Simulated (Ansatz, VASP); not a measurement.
## One calculation of V, two programs

Contents of INCAR:

```
SYSTEM = V
ALGO     = Normal         ! electronic algorithm
EDIFF    = 1E-6           ! SCF threshold, eV
ENCUT    = 520            ! plane-wave cutoff, eV
GGA      = CA             ! functional
ISIF     = 2              ! what is computed and relaxed
ISMEAR   = -1             ! smearing method
LASPH    = .True.         ! aspherical terms in the spheres
LCHARG   = .True.         ! write CHGCAR
LELF     = .True.         ! ELF
LREAL    = .False.        ! projectors in reciprocal space
LVHAR    = .True.       
LWAVE    = .False.        ! write WAVECAR
NBANDS   = 34             ! bands
NELM     = 60             ! most SCF steps
PREC     = Accurate       ! precision mode
SIGMA    = 0.1            ! smearing width, eV
```

Contents of KPOINTS:

```
k-points
0
Gamma
  16 16 4
  0 0 0
```

File POSCAR:

```
V
1.0
    2.6425897559      0.0000000000      0.0000000000
   -1.3212948780      2.2885498604      0.0000000000
    0.0000000000      0.0000000000      9.5605958866
V
4
Direct
    1.0000000000      1.0000000000      0.0000000000
    1.0000000000      0.0000000000      0.5000000000
    0.3333333333      0.6666666667      0.2500000000
    0.6666666667      0.3333333333      0.7500000000
```

Input for Ansatz:

```yaml
crystal:
  lattice:
    - [2.6425897559, 0.0, 0.0]
    - [-1.321294878, 2.2885498604, 0.0]
    - [0.0, 0.0, 9.5605958866]
  atoms:
    - { symbol: V, position: [1.0, 1.0, 0.0] }
    - { symbol: V, position: [1.0, 0.0, 0.5] }
    - { symbol: V, position: [0.3333333333, 0.6666666667, 0.25] }
    - { symbol: V, position: [0.6666666667, 0.3333333333, 0.75] }
hamiltonian:
  xc: lda
  pseudopotentials:
    kind: paw
    azcp:
      V: "pseudopotentials/V.paw.azcp"
basis:
  ecutwfc: 420
  fft_grid_basis: typed
kpoints:
  mp_grid: { grid: [16, 16, 4], shift: [0, 0, 0] }
magnetization:
  spin_polarized: false
scf:
  occupations: { method: fermi_dirac, width: 0.1 }
  lower_state_search: "off"
output:
  stress: true
```

Alike in both runs: task single point; functional LDA; k mesh 16 × 16 × 4; occupations fermi-dirac, width 0.1 eV; no spin polarisation.

```csv
,VASP,Ansatz
version,VASP 6.6.1,Ansatz 0.2.0
potentials or method,"VASP PAW LDA potentials, release 64 (V_sv)","plane waves (420 eV) with PAW, scalar-relativistic"
plane-wave cutoff (eV),520,420
valence electrons in the cell,52,52
```

```tsv
	VASP	Ansatz	Ansatz less VASP
pressure (GPa)	-17.7	-18.0	-0.29
largest component of the traceless stress (GPa)	0.18	0.19	+0.006
```

Ansatz warned: «pseudo_functional_mismatch».

Caveats: so large a pressure means that the cell lies far from this level's equilibrium, or that cutoff or potentials fall short (VASP).
